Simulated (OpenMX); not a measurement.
Crystal: O.

```
O
1.0
     2.85140   -1.66242    0.00000
     2.85140    1.66242    0.00000
    -2.39449    0.00000    3.64705
O
2
Direct
  0.97455 0.97455 0.84443
  0.02545 0.02545 0.15557
```

```yaml
Program: OpenMX 3.8.5
Task: single point
Functional: PBE
Potentials_or_basis: OpenMX 2013 PBE set, O6.0-s2p2d1, grid cutoff 400 Ry
k_mesh: 11 × 11 × 7
Occupations: fermi-dirac, width 0.05 eV
Spin: no spin polarisation
```

On this cell: pressure 7.0 GPa; largest force 5.803 eV/Å; band gap on the k mesh none (metal or under the smearing width).

The same run follows on a disturbed copy (atoms moved at random, drawn with an rms of 0.05 Å):

```
O
1.0
     2.85140   -1.66242    0.00000
     2.85140    1.66242    0.00000
    -2.39449    0.00000    3.64705
O
2
Direct
  0.97599 0.97814 0.83922
  0.00632 0.04506 0.16634
```

**Question.** What changes?

**Answer.** The energy (extrapolated to zero smearing) moves by -100.0 meV/atom; pressure -3.0 GPa; largest force 0.187 eV/Å; band gap on the k mesh none (metal or under the smearing width).

Forces on the atoms (eV/Å):
```
O   -0.085  0.018 -0.165
O    0.061 -0.013  0.176
```

The forces don't sum to zero, so they hold noise of the program's grid.

Caveats: spin is off for a triplet molecule; the basis of atomic orbitals isn't converged, which shifts pressures, moduli and gaps; forces of over 1 eV/Å show positions far from the minimum, so gaps and moduli don't describe the material at rest (some runs).
